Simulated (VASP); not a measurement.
# C (P6_3/mmc) in VASP: further runs

The runs below take C through single point, with PBEsol.

Everything below comes from runs of VASP 6.6.1. Logs are shortened: lines on timing, memory, paths and dates and some standing lists are left out, and cuts for length are marked.

## (1) Starting point

It takes space group P6_3/mmc (No. 194, hexagonal). Conventional cell: a = 1.709 Å, b = 1.709 Å, c = 13.516 Å, α = 90.00°, β = 90.00°, γ = 120.00°. C (site symmetry -3m) has 6 C at 1.71 Å as nearest neighbours. C (site symmetry -6m2) is surrounded by 6 C at 1.71 Å.

## (2) Single point, PBEsol

Input file INCAR:

```
SYSTEM = C
ALGO = Normal
EDIFF = 1E-6
ENCUT = 520
GGA = PS
ISIF = 2
ISMEAR = -1
LASPH = .TRUE.
LCHARG = .FALSE.
LREAL = .FALSE.
LWAVE = .FALSE.
NBANDS = 16
NELM = 80
PREC = Accurate
SIGMA = 0.1
```

Input file KPOINTS:

```
k-points
0
G
  28 28 3
  0 0 0
```

Input file POSCAR:

```
C
1.0
    1.7091060720      0.0000000000      0.0000000000
   -0.8545530360      1.4801292761      0.0000000000
    0.0000000000      0.0000000000     13.5156472506
C
4
Direct
    0.0000000000      1.0000000000      1.0000000000
    0.0000000000      1.0000000000      0.5000000000
    0.3333333333      0.6666666667      0.2500000000
    0.6666666667      0.3333333333      0.7500000000
```

Potentials or basis: VASP PAW PBE potentials, release 64 (C).

On the command line:

```console
$ cat potpaw_PBE.64/C/POTCAR > POTCAR
$ mpirun -np 1 vasp_std > vasp.out
```

OUTCAR:

```text
SYSTEM = C
   EDIFF = 1E-6
   ENCUT = 520
   GGA = PS
   ISIF = 2
   ISMEAR = -1
   LASPH = .TRUE.
   LREAL = .FALSE.
   NELM = 80
   PREC = Accurate

 ion  position               nearest neighbor table
   1  0.000  0.000  0.000-
   2  0.000  0.000  0.500-
   3  0.333  0.667  0.250-
   4  0.667  0.333  0.750-

  LATTYP: Found a hexagonal cell.
 ALAT       =     1.7091060720
 C/A-ratio  =     7.9080213171

  Lattice vectors:

 A1 = (   1.7091060720,   0.0000000000,   0.0000000000)
 A2 = (  -0.8545530360,   1.4801292761,   0.0000000000)
 A3 = (   0.0000000000,   0.0000000000,  13.5156472506)

Analysis of symmetry for initial positions (statically):
=====================================================================
 Subroutine PRICEL returns:
 Original cell was already a primitive cell.

 Routine SETGRP: Setting up the symmetry group for a
 hexagonal supercell.

 Subroutine GETGRP returns: Found 24 space group operations
 (whereof 12 operations were pure point group operations)
 out of a pool of 24 trial point group operations.

The static configuration has the point symmetry D_3d.
 The point group associated with its full space group is D_6h.

Analysis of symmetry for dynamics (positions and initial velocities):
=====================================================================
 Subroutine PRICEL returns:
 Original cell was already a primitive cell.

 Routine SETGRP: Setting up the symmetry group for a
 hexagonal supercell.

 Subroutine GETGRP returns: Found 24 space group operations
 (whereof 12 operations were pure point group operations)
 out of a pool of 24 trial point group operations.

The dynamic configuration has the point symmetry D_3d.
 The point group associated with its full space group is D_6h.

 Subroutine INISYM returns: Found 24 space group operations
 (whereof 12 operations are pure point group operations),
 and found     1 'primitive' translations

----------------------------------------------------------------------------------------

                                     Primitive cell

  volume of cell :      34.1905

  direct lattice vectors                    reciprocal lattice vectors
     1.709106072  0.000000000  0.000000000     0.585101192  0.337808331  0.000000000
    -0.854553036  1.480129276  0.000000000     0.000000000  0.675616661  0.000000000
     0.000000000  0.000000000 13.515647251     0.000000000  0.000000000  0.073988318

  length of vectors
     1.709106072  1.709106072 13.515647251     0.675616661  0.675616661  0.073988318

  position of ions in fractional coordinates (direct lattice)
     0.000000000  0.000000000  0.000000000
     0.000000000  0.000000000  0.500000000
     0.333333333  0.666666667  0.250000000
     0.666666667  0.333333333  0.750000000

  ion indices of the primitive-cell ions
   primitive index   ion index
                 1           1
                 2           2
                 3           3
                 4           4

----------------------------------------------------------------------------------------

 KPOINTS: k-points

Automatic generation of k-mesh.
 Grid dimensions read from file:
 generate k-points for:   28   28    3

 Generating k-lattice:

  Cartesian coordinates                     Fractional coordinates (reciprocal lattice)
     0.020896471  0.012064583  0.000000000     0.035714286  0.000000000  0.000000000
     0.000000000  0.024129166  0.000000000     0.000000000  0.035714286  0.000000000
     0.000000000  0.000000000  0.024662773     0.000000000  0.000000000  0.333333333

  Length of vectors
     0.024129166  0.024129166  0.024662773

  Shift w.r.t. Gamma in fractional coordinates (k-lattice)
     0.000000000  0.000000000  0.000000000

 Subroutine IBZKPT returns following result:
 ===========================================

 Found    160 irreducible k-points:

 Following reciprocal coordinates:
            Coordinates               Weight
  0.000000  0.000000  0.000000      1.000000
  0.035714  0.000000  0.000000      6.000000
  0.071429  0.000000  0.000000      6.000000
  0.107143  0.000000  0.000000      6.000000
  0.142857  0.000000  0.000000      6.000000
  0.178571  0.000000  0.000000      6.000000
[... 16 lines left out ...]
  0.285714  0.035714  0.000000     12.000000
  0.321429  0.035714  0.000000     12.000000
 [... further k-points ...]
   k-points           NKPTS =    160   k-points in BZ     NKDIM =    160   number of bands    NBANDS=     16
   number of dos      NEDOS =    301   number of ions     NIONS =      4
   total plane-waves  NPLWV =  21168
   dimension x,y,z NGX =    14 NGY =   14 NGZ =  108
   dimension x,y,z NGXF=    28 NGYF=   28 NGZF=  216
   ions per type =               4
   NGX,Y,Z   is equivalent  to a cutoff of  13.62, 13.62, 13.28 a.u.
   NGXF,Y,Z  is equivalent  to a cutoff of  27.24, 27.24, 26.57 a.u.
 SYSTEM =  C
   PREC   = accura    normal or accurate (medium, high low for compatibility)
   ISTART =      0    job   : 0-new  1-cont  2-samecut
   ICHARG =      2    charge: 1-file 2-atom 10-const
   ISPIN  =      1    spin polarized calculation?
   LNONCOLLINEAR =      F non collinear calculations
   LSORBIT =      F    spin-orbit coupling
   LASPH  =      T    aspherical Exc in radial PAW
   ENCUT  =  520.0 eV  38.22 Ry    6.18 a.u.   3.18  3.18 25.13*2*pi/ulx,y,z
   NELM   =     80;   NELMIN=  2; NELMDL= -5     # of ELM steps
   EDIFF  = 0.1E-05   stopping-criterion for ELM
   LREAL  =      F    real-space projection
   EDIFFG = 0.1E-04   stopping-criterion for IOM
   NSW    =      0    number of steps for IOM
   IBRION =     -1    ionic relax: 0-MD 1-quasi-New 2-CG
   NFREE  =      0    steps in history (QN), initial steepest desc. (CG)
   ISIF   =      2    stress and relaxation
   ISYM   =      2    0-nonsym 1-usesym 2-fastsym
   POTIM  = 0.5000    time-step for ionic-motion
   TEBEG  =    0.0;   TEEND  =   0.0 temperature during run
   PSTRESS=    0.0 pullay stress
   NELECT =      16.0000    total number of electrons
   NUPDOWN=      -1.0000    fix difference up-down
   EMIN   =  10.00;   EMAX   =-10.00  energy-range for DOS
   EFERMI =   0.00;   METHOD = LEGACY
   ISMEAR =    -1;   SIGMA  =   0.10  broadening in eV -4-tet -1-fermi 0-gaus
   EFERMI_NEDOS =   21; number of points for ismear=-14 and -15
   IALGO  =     38    algorithm
   IMIX   =      4    mixing-type and parameters
     AMIX     =   0.40;   BMIX     =  1.00
     AMIX_MAG =   1.60;   BMIX_MAG =  1.00
  volume/ion in A,a.u.               =       8.55        57.68
  Fermi-wavevector in a.u.,A,eV,Ry     =   1.271002  2.401846 21.979487  1.615447
  Thomas-Fermi vector in A             =   2.403959
   LORBIT       =      0    0 simple, 1 ext, 2 COOP (PROOUT), +10 PAW based schemes
   GGA     = PS    functional components
   LHFCALC =     F    Hartree Fock is set to
   AEXX    =    0.0000 exact exchange contribution
   IVDW    =     0    specifies the selected vdW correction
   LEPSILON=     F    determine dielectric tensor
   LRPA    =     F    only Hartree local field effects (RPA)
 non-spin polarized calculation
  energy-cutoff  :      520.00
  volume of cell :       34.19
 maximum number of plane-waves:       940
 NGX is ok and might be reduce to    14
   NGX =  7   NGY =  7   NGZ = 51

 number of electron      16.0000002 magnetization

 Free energy of the ion-electron system (eV)
  ---------------------------------------------------
  ext. energy  EPLUGINS =         0.00000000
  ---------------------------------------------------
  free energy    TOTEN  =       -23.14899412 eV

  energy without entropy =      -23.10974486  energy(sigma->0) =      -23.12936949

 E-fermi :   5.9599     XC(G=0): -11.0279

 val. band max:        5.9588346564   @ k =   0.2500   0.2500   0.0000
 cond. band min:       5.9606962285   @ k =   0.3214   0.1071   0.0000
 fundamental gap:      0.0018615721
 Fermi energy:         5.9599463687

 k-point     1 :       0.0000    0.0000    0.0000
  band No.  band energies     occupation
      1     -15.6541      2.00000
      2     -15.5293      2.00000
      3     -15.5292      2.00000
      4     -15.3972      2.00000
      5      -3.7069      2.00000
      6      -2.8448      2.00000
[... 8 lines left out ...]
     15      22.3579      0.00000
     16      22.3591      0.00000

 k-point     2 :       0.0357    0.0000    0.0000
  band No.  band energies     occupation
      1     -15.5883      2.00000
      2     -15.4641      2.00000
      3     -15.4638      2.00000
      4     -15.3323      2.00000
      5      -3.6264      2.00000
      6      -2.7656      2.00000
[... 8 lines left out ...]
     15      22.1314      0.00000
     16      22.1509      0.00000

 k-point     3 :       0.0714    0.0000    0.0000
  band No.  band energies     occupation
      1     -15.3912      2.00000
      2     -15.2681      2.00000
      3     -15.2680      2.00000
      4     -15.1379      2.00000
      5      -3.3853      2.00000
      6      -2.5283      2.00000
[... 8 lines left out ...]
     15      21.4600      0.00000
     16      21.5231      0.00000

 k-point     4 :       0.1071    0.0000    0.0000
  band No.  band energies     occupation
      1     -15.0631      2.00000
      2     -14.9422      2.00000
      3     -14.9419      2.00000
      4     -14.8142      2.00000
      5      -2.9845      2.00000
      6      -2.1341      2.00000
[... 8 lines left out ...]
     15      20.4204      0.00000
     16      20.5131      0.00000
[... 324 lines left out ...]
 k-point    22 :       0.2500    0.0357    0.0000
  band No.  band energies     occupation
      1     -11.9531      2.00000
      2     -11.8515      2.00000
      3     -11.8514      2.00000
      4     -11.7452      2.00000
      5       0.7711      2.00000
      6       1.5430      2.00000
[... 8 lines left out ...]
     15      16.7324      0.00000
     16      17.8003      0.00000

 k-point    23 :       0.2857    0.0357    0.0000
  band No.  band energies     occupation
      1     -10.9407      2.00000
      2     -10.8455      2.00000
      3     -10.8454      2.00000
      4     -10.7462      2.00000
      5       1.9711      2.00000
      6       2.7077      2.00000
[... 8 lines left out ...]
     15      17.0164      0.00000
     16      17.1489      0.00000

 k-point    24 :       0.3214    0.0357    0.0000
  band No.  band energies     occupation
      1      -9.8254      2.00000
      2      -9.7376      2.00000
      3      -9.7375      2.00000
      4      -9.6464      2.00000
      5       3.2739      2.00000
      6       3.9600      2.00000
[... 8 lines left out ...]
     15      16.5534      0.00000
     16      16.5853      0.00000

 [... further k-points ...]

------------------------ aborting loop because EDIFF is reached ----------------------------------------

  FORCE on cell =-STRESS in cart. coord.  units (eV):
  Direction    XX          YY          ZZ          XY          YZ          ZX
  --------------------------------------------------------------------------------------
  -------------------------------------------------------------------------------------
  Total       -0.1712927     -0.1712927     -0.2471803     -0.0000000      0.0000000      0.0000000
  in kB       -8.0268268     -8.0268268    -11.5829423     -0.0000000      0.0000000      0.0000000
  external PRESSURE =      -9.2121986 kB  Pullay stress =       0.0000000 kB

 VOLUME and BASIS-vectors are now :
 -----------------------------------------------------------------------------
  energy-cutoff  :      520.00
  volume of cell :       34.19
      direct lattice vectors                 reciprocal lattice vectors
     1.709106072  0.000000000  0.000000000     0.585101192  0.337808331  0.000000000
    -0.854553036  1.480129276  0.000000000     0.000000000  0.675616661  0.000000000
     0.000000000  0.000000000 13.515647251     0.000000000  0.000000000  0.073988318

 POSITION                                       TOTAL-FORCE (eV/Angst)
 -----------------------------------------------------------------------------------
      0.00000      0.00000      0.00000         0.000000      0.000000      0.000000
      0.00000      0.00000      6.75782         0.000000      0.000000      0.000000
     -0.00000      0.98675      3.37891         0.000000      0.000000     -0.000000
      0.85455      0.49338     10.13674        -0.000000     -0.000000      0.000000
 -----------------------------------------------------------------------------------
    total drift:                                0.000000      0.000000      0.000000

  FREE ENERGIE OF THE ION-ELECTRON SYSTEM (eV)
  ---------------------------------------------------
  free  energy   TOTEN  =       -23.1489941233 eV

  energy  without entropy=      -23.1097448603  energy(sigma->0) =      -23.12936949
```

Wall time 68 s (1 thread of Intel Xeon Platinum 8375C at 2.90GHz (Ice Lake), shared host); peak memory 0.18 GiB.

What came out:

* Free energy: -23.1490 eV
* Pressure: -0.9 GPa
* Band gap on the k mesh: none (metal or under the smearing width)

Stress tensor (GPa, compression positive):
```
-0.80  0.00  0.00
 0.00 -0.80  0.00
 0.00  0.00 -1.16
```

Caveat: the PAW data sets were made with another functional, which shifts forces and pressure a little; this functional lacks dispersion, which binds the layers, so the pressure and a relaxed spacing across them are unreliable.

(Continued in part 2 of 2.)
